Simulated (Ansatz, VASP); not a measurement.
ZnSe: VASP beside Ansatz

Contents of INCAR:

```
ALGO = Normal
EDIFF = 1E-6
ENCUT = 520
GGA = PE
ISIF = 2
ISMEAR = -1
LASPH = T
LCHARG = F
LREAL = F
LWAVE = F
NBANDS = 16
NELM = 100
PREC = Accurate
SIGMA = 0.08
```

KPOINTS

```
k-points
0
Gamma
  13 13 13
```

Contents of POSCAR:

```
ZnSe
1.0
    0.0000000000      2.7362507069      2.7362507069
    2.7362507069      0.0000000000      2.7362507069
    2.7362507069      2.7362507069      0.0000000000
Zn Se
1 1
Direct
    0.0000000000      0.0000000000      0.0000000000
    0.5000000000      0.5000000000      0.5000000000
```

Input for Ansatz:

```yaml
crystal:
  lattice:
    - [0.0, 2.7362507069, 2.7362507069]
    - [2.7362507069, 0.0, 2.7362507069]
    - [2.7362507069, 2.7362507069, 0.0]
  atoms:
    - { symbol: Zn, position: [0.0, 0.0, 0.0] }
    - { symbol: Se, position: [0.5, 0.5, 0.5] }
kpoints:
  mp_grid: { grid: [13, 13, 13] }
scf:
  occupations: { method: fermi_dirac, width: 0.08 }
hamiltonian:
  xc: pbe
  pseudopotentials: { kind: all_electron, lapw: { basis_error: 0.0005 } }
output:
  forces: true
  stress: true
  eigenvalues: true
```

Change from the starting cell: volume scaled by 1.06.

Alike in both runs: task single point; functional PBE; k mesh 13 × 13 × 13; occupations fermi-dirac, width 0.08 eV; no spin polarisation.

|  | VASP | Ansatz |
| --- | --- | --- |
| version | VASP 6.6.1 | Ansatz 0.2.0 |
| potentials or method | VASP PAW PBE potentials, release 64 (Zn, Se) | all-electron LAPW, scalar-relativistic |
| plane-wave cutoff (eV) | 520 | see its input |

```tsv
	VASP	Ansatz	Ansatz less VASP
pressure (GPa)	-3.4	-3.5	-0.12
```

Ansatz ran all-electron here, so the differences hold the error of VASP's frozen core and of both bases.
